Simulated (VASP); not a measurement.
**VASP 6.6.1 run: GaN**

INCAR

```
LCHARG = .FALSE.
EDIFF = 1E-7
LASPH = .TRUE.
ENCUT = 350
GGA = PE
NBANDS = 33
SIGMA = 0.02
LWAVE = .FALSE.
PREC = Accurate
LREAL = .FALSE.
IBRION = -1
ISMEAR = -1
NELM = 120
ISIF = 2
NSW = 0
```

KPOINTS

```
KPOINTS created by Atomic Simulation Environment
0
Gamma
10 10 10
0 0 0
```

POSCAR

```
Ga N
 1.0000000000000000
     0.0000000000000000    2.2939315918999998    2.2939315918999998
     2.2939315918999998    0.0000000000000000    2.2939315918999998
     2.2939315918999998    2.2939315918999998    0.0000000000000000
 Ga  N
   1   1
Cartesian
  0.0000000000000000  0.0000000000000000  0.0000000000000000
  1.1469657959499999  1.1469657959499999  1.1469657959499999
```

The recommended PBE PAW datasets give the neutral cell 18 valence electrons.

Command

```
mpirun -np 1 vasp_std
```

Question: How does this run end, and what does it give?

Answer: It converged. Results: gap between bands v and c on the k mesh 1.33 eV; least direct gap on the k mesh 1.33 eV; pressure -12.4 GPa. Band v is the last that the valence electrons fill when counted band by band, and c is the next.

OSZICAR

```
N       E                     dE             d eps       ncg     rms          rms(c)
DAV:   1     0.103254582402E+03    0.10325E+03   -0.52725E+03  4144   0.782E+02
DAV:   2    -0.522300677569E+01   -0.10848E+03   -0.97481E+02  3209   0.224E+02
DAV:   3    -0.138829465024E+02   -0.86599E+01   -0.85810E+01  3815   0.435E+01
DAV:   4    -0.139670523038E+02   -0.84106E-01   -0.84083E-01  3507   0.447E+00
DAV:   5    -0.139673813841E+02   -0.32908E-03   -0.32906E-03  3793   0.266E-01    0.732E+00
DAV:   6    -0.121552916860E+02    0.18121E+01   -0.24082E+00  4616   0.177E+01    0.297E+00
DAV:   7    -0.121404098877E+02    0.14882E-01   -0.12045E-01  3461   0.278E+00    0.181E+00
DAV:   8    -0.121328730620E+02    0.75368E-02   -0.37387E-02  3642   0.996E-01    0.659E-01
DAV:   9    -0.121316194650E+02    0.12536E-02   -0.13315E-03  3736   0.487E-01    0.227E-01
DAV:  10    -0.121319209420E+02   -0.30148E-03   -0.29628E-04  3617   0.762E-02    0.547E-02
DAV:  11    -0.121319110419E+02    0.99001E-05   -0.10818E-05  3624   0.190E-02    0.977E-03
DAV:  12    -0.121319121709E+02   -0.11290E-05   -0.38164E-06  3609   0.893E-03    0.835E-03
DAV:  13    -0.121319119140E+02    0.25691E-06   -0.87295E-08  3635   0.258E-03    0.170E-03
DAV:  14    -0.121319118563E+02    0.57734E-07   -0.82270E-09  2070   0.474E-04
   1 F= -.12131912E+02 E0= -.12131912E+02  d E =-.665308E-12
```

These settings aren't sound, so the numbers aren't properties of the crystal.

On sound settings PBE gives a gap of 1.38 eV on its mesh and a pressure of -4.1 GPa for the intended cell.
